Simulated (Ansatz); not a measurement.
Runs of Ansatz 0.2.0 on Sb. The structure is cubic, space group Pm-3m (No. 221). The conventional cell has a = 3.160 Å, b = 3.160 Å, c = 3.160 Å, α = 90.00°, β = 90.00°, γ = 90.00°. Sb (site symmetry m-3m) is surrounded by 6 Sb at 3.16 Å. This isn't the form of Sb at room conditions, which is rhombohedral.

```tsv
task	level	potentials or basis	spin	cell	k mesh	cutoff (eV)	smearing	basis error allowed	mesh quality	gap on the mesh (eV)	pressure (GPa)	moment (μB)
projected density of states	BLYP+D4	all-electron LAPW, scalar-relativistic	collinear, random start	as given	8 × 8 × 8	169	fermi-dirac 0.01 eV	0.002 eV/atom	not flagged	-	(a)	0.07
band structure	revPBE+D4	all-electron LAPW, scalar-relativistic	collinear, random start	as given	8 × 8 × 8	184	tetrahedron	0.001 eV/atom	not flagged	-	-6.0	0.00
single point	PBE	all-electron LAPW, scalar-relativistic	off	as given	3 × 3 × 3	160	fermi-dirac 0.04 eV	0.003 eV/atom	coarse	none	-2.4	-
electrostatic potential	PBEsol	all-electron PAW datasets made for the crystal	off	cell strained at random at fixed volume	8 × 8 × 8	140	fermi-dirac 0.1 eV	-	not flagged	none	-4.6	-
band structure	PBE+D3(BJ)	all-electron LAPW, scalar-relativistic	off	cell strained at random at fixed volume	8 × 8 × 8	173	fermi-dirac 0.05 eV	0.002 eV/atom	not flagged	-	-4.7	-
```

Question: Estimate the missing entries.

Answer: (a) -3.1.

Caveats: some runs use coarse meshes; spin-orbit coupling is left out, which moves the levels of the heavy elements (some runs); pairwise dispersion overbinds metals, which lowers pressure and volume (some runs); with tetrahedron occupations forces and stress needn't match the slope of the energy (some runs); the starting moments weren't kept (some runs).

A k mesh can miss the band edges, and the runs leave out spin-orbit coupling on Sb.

A gap of «none» marks a metal or a gap under the smearing width.

The runs don't all hold the same shells in valence.
